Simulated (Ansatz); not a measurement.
# Cost of a DFT run on AlP

```yaml
crystal:
  lattice:
    - [0.0, 2.6733738886, 2.6733738886]
    - [2.6733738886, 0.0, 2.6733738886]
    - [2.6733738886, 2.6733738886, 0.0]
  atoms:
    - { symbol: Al, position: [0.0, 0.0, 0.0] }
    - { symbol: P, position: [0.25, 0.25, 0.25] }
kpoints:
  mp_grid: { grid: [14, 14, 14] }
scf:
  occupations: { method: fermi_dirac, width: 0.02 }
hamiltonian:
  xc: pbe
  pseudopotentials: { kind: paw }
output:
  forces: true
  stress: true
  populations: true
  efg: { quadrupole_moments_barn: { Al: 0.1466 }, contact_densities: true }
relax:
  f_tol: 0.02
  max_steps: 60
```

```sh
ansatz run input.yaml --threads 1 --pin off --max-ram 3072MiB --backend cpu --events-out ev --progress --plain --runs-dir out
```

It runs on 1 thread of Intel Xeon Platinum 8259CL CPU @ 2.50GHz (Skylake/Cascade Lake) (x86_64; 16 cores open to the job, memory cap 3.0 GiB, no GPU), a shared host with a load of 0.5 a core.

**Question.** How much time and memory should be set aside?

**Answer.** About 6.4 s of wall time (6.4 s of CPU time) and 0.44 GiB. The run holds 8 valence electrons in 8 bands, about 725 plane waves a k-point and 104 irreducible k-points, and took 6 SCF iterations, over 1 ionic steps. Times on a shared host vary by tens of per cent.
